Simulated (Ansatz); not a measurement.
**CO2: how well frozen cores do**

Does the method matter for CO2? The same cell, functional and mesh are run with LAPW, all electrons, PAW with frozen cores and all-electron PAW on datasets made for the crystal.

Method: DFT PBE, scalar-relativistic, in Ansatz 0.2.0.

### 1 The system as given

The structure is tetragonal, space group P4_2/mnm (No. 136). The conventional cell has a = 3.516 Å, b = 3.516 Å, c = 4.104 Å, α = 90.00°, β = 90.00°, γ = 90.00°. C (site symmetry mmm) has 2 O at 1.14 Å as nearest neighbours. Around O (site symmetry m2m) lie 1 C at 1.14 Å.

Structure file:

```
CELL_PARAMETERS angstrom
3.51610 0.00000 0.00000
0.00000 3.51610 0.00000
0.00000 0.00000 4.10430
ATOMIC_POSITIONS crystal
C 0.00000 0.00000 0.00000
C 0.50000 0.50000 0.50000
O 0.23000 0.23000 0.00000
O 0.27000 0.73000 0.50000
O 0.77000 0.77000 0.00000
O 0.73000 0.27000 0.50000
```

The cell comes from a crystallographic database entry that wasn't checked; take it as a given geometry, which may be far from equilibrium.

Atoms are numbered in the order of the input: C1, C2, O3, O4, O5, O6.

### 2 LAPW, all electrons

Input file input.yaml:

```yaml
crystal:
  lattice:
    - [3.5161, 0.0, 0.0]
    - [0.0, 3.5161, 0.0]
    - [0.0, 0.0, 4.1043]
  atoms:
    - { symbol: C, position: [0.0, 0.0, 0.0] }
    - { symbol: C, position: [0.5, 0.5, 0.5] }
    - { symbol: O, position: [0.23, 0.23, 0.0] }
    - { symbol: O, position: [0.27, 0.73, 0.5] }
    - { symbol: O, position: [0.77, 0.77, 0.0] }
    - { symbol: O, position: [0.73, 0.27, 0.5] }
kpoints:
  mp_grid: { grid: [6, 6, 6] }
  band_path:
    path:
      - [0.0, 0.0, 0.0]
      - [0.0, 0.5, 0.0]
      - [0.5, 0.5, 0.0]
      - [0.0, 0.0, 0.0]
      - [0.0, 0.0, 0.5]
      - [0.0, 0.5, 0.5]
      - [0.5, 0.5, 0.5]
      - [0.0, 0.0, 0.5]
      - [0.0, 0.5, 0.0]
    npoints: 8
scf:
  occupations: { method: fermi_dirac, width: 0.01 }
hamiltonian:
  xc: pbe
  pseudopotentials: { kind: all_electron, lapw: { basis_error: 0.001 } }
output:
  forces: true
  stress: true
  eigenvalues: true
  populations: true
  dos: { projected: true, de: 0.2, e_range: [-14, 8] }
```

### 3 PAW with frozen cores

input.yaml, as its differences from that of step 2:

```diff
@@ -30,3 +30,3 @@
   xc: pbe
-  pseudopotentials: { kind: all_electron, lapw: { basis_error: 0.001 } }
+  pseudopotentials: { kind: paw }
 output:
@@ -35,3 +35,5 @@
   eigenvalues: true
+  efg: { contact_densities: true }
   populations: true
+  bader: true
   dos: { projected: true, de: 0.2, e_range: [-14, 8] }
```

### 4 All-electron PAW on datasets made for the crystal

input.yaml, as its differences from that of step 3:

```diff
@@ -30,3 +30,3 @@
   xc: pbe
-  pseudopotentials: { kind: paw }
+  pseudopotentials: { kind: all_electron, datasets: crystal }
 output:
@@ -36,4 +36 @@
   efg: { contact_densities: true }
-  populations: true
-  bader: true
-  dos: { projected: true, de: 0.2, e_range: [-14, 8] }
```

(Steps that only read results are left out.)

**Question.** What will these runs give? Wanted: pressure; gap; largest force; Bader charges.

**Answer**, as computed:

| quantity | value |
| --- | --- |
| pressure | LAPW 36.23, PAW 36.29, crystal datasets 36.23 GPa |
| gap (LAPW) | 5.88 eV, indirect from A to Γ |
| largest force | LAPW 1.672, PAW 1.675, crystal datasets 1.672 eV/Å |
| Bader charges (PAW) | C1 +2.34, O3 -1.17 e |

In words: At this geometry the cell is under compression of 36.2 GPa, so it would expand if let go. The gap is 5.88 eV, indirect from A to Γ. It is the Kohn-Sham gap of a semilocal functional, which mostly lies below the gap found in experiment. The top eV of the valence band is mostly O 2p (99 % of the projected weight). The projection holds only the free atom's occupied shells (C 2s, C 2p, O 2s, O 2p in this range). The field gradient at O3, the largest by crystal datasets, is 6.72 by PAW and 6.30 by crystal datasets (10²¹ V/m²); frozen cores can miss part of the core's response. PAW lies +0.06 GPa from LAPW in pressure and -0.01 eV in the gap. The forces differ by at most 3 meV/Å in a component, on a largest force of 1.672 eV/Å. LAPW took about 1.5 times as long as PAW (31 s against 20 s, on a shared host and with the outputs that each input asks for).
